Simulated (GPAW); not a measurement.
Crystal: CdTe.

```
Te Cd
1.0
     0.00000    3.20500    3.20500
     3.20500    0.00000    3.20500
     3.20500    3.20500    0.00000
Te Cd
1 1
Direct
  0.75000 0.75000 0.75000
  0.00000 0.00000 0.00000
```

* Program: GPAW 26.7.0
* Task: relaxation of cell and atoms
* Functional: PBEsol
* Potentials or basis: PAW data sets generated in the run's folder for this functional
* Cutoff: 600 eV
* Basis: pw
* k mesh: 7 × 7 × 7
* Occupations: fermi-dirac, width 0.05 eV
* Spin: no spin polarisation

At the start: pressure 1.3 GPa; volume 32.92 Å³/atom.

Question: How do energy, volume and symmetry change on relaxing?

Answer: Over 3 steps the energy falls by 3.6 meV/atom and the volume is 33.83 Å³/atom (+2.8 %); space group F-43m (No. 216, to 0.05 Å).

Step by step:
```tsv
step	energy change (eV)	largest force (eV/Å)	pressure (GPa)	volume (Å³)
1	0.0000	0.0000	1.26	65.84
2	-0.0026	0.0000	1.00	66.21
3	-0.0073	0.0000	0.04	67.66
```

Final structure:
```yaml
crystal:
  lattice:
    - [0.00000, 3.23413, 3.23413]
    - [3.23413, 0.00000, 3.23413]
    - [3.23413, 3.23413, 0.00000]
  atoms:
    - { symbol: Te, position: [0.75000, 0.75000, 0.75000] }
    - { symbol: Cd, position: [0.00000, 0.00000, 0.00000] }
```

Caveat: later steps reuse the first step's grids.
